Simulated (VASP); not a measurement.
A run of VASP 6.6.1:

Contents of INCAR:

```
SYSTEM = BaTiO3
PREC = Accurate
ENCUT = 600
EDIFF = 1E-6
ISMEAR = 0
SIGMA = 0.03
LREAL = .False.
LASPH = .True.
NELM = 80
ALGO = Normal
ISIF = 3
LWAVE = .False.
LCHARG = .False.
GGA = PE
IBRION = 2
NSW = 90
EDIFFG = -0.01
KPAR = 8
```

File KPOINTS:

```
regular mesh
0
Gamma
  8 8 8
  0 0 0
```

POSCAR

```
BaTiO3
1.0
    4.0060000000      0.0000000000      0.0000000000
    0.0000000000      4.0060000000      0.0000000000
    0.0000000000      0.0000000000      4.0060000000
Ba Ti O
1 1 3
Direct
    0.5000000000      0.5000000000      0.5000000000
    0.0000000000      0.0000000000      0.0000000000
    0.5000000000      0.0000000000      0.0000000000
    0.0000000000      0.5000000000      0.0000000000
    0.0000000000      0.0000000000      0.5000000000
```

Potentials or basis: VASP PAW PBE potentials, release 64 (Ba_sv, Ti_sv, O).

Command:

```bash
$ cat potpaw_PBE.64/Ba_sv/POTCAR potpaw_PBE.64/Ti_sv/POTCAR potpaw_PBE.64/O/POTCAR > POTCAR
$ mpirun -np 8 vasp_std > vasp.out
```

Hardware: 8 MPI ranks on Intel(R) Xeon(R) Platinum 8488C (Sapphire Rapids), with other jobs on the host.

Q: How long does it take, and how much memory?

A: Run time: 28 s on 8 MPI ranks on Intel(R) Xeon(R) Platinum 8488C (Sapphire Rapids), on a shared host, peak memory 0.24 GiB a rank. Counts: scf iterations 37, k points 35, ion steps 3.
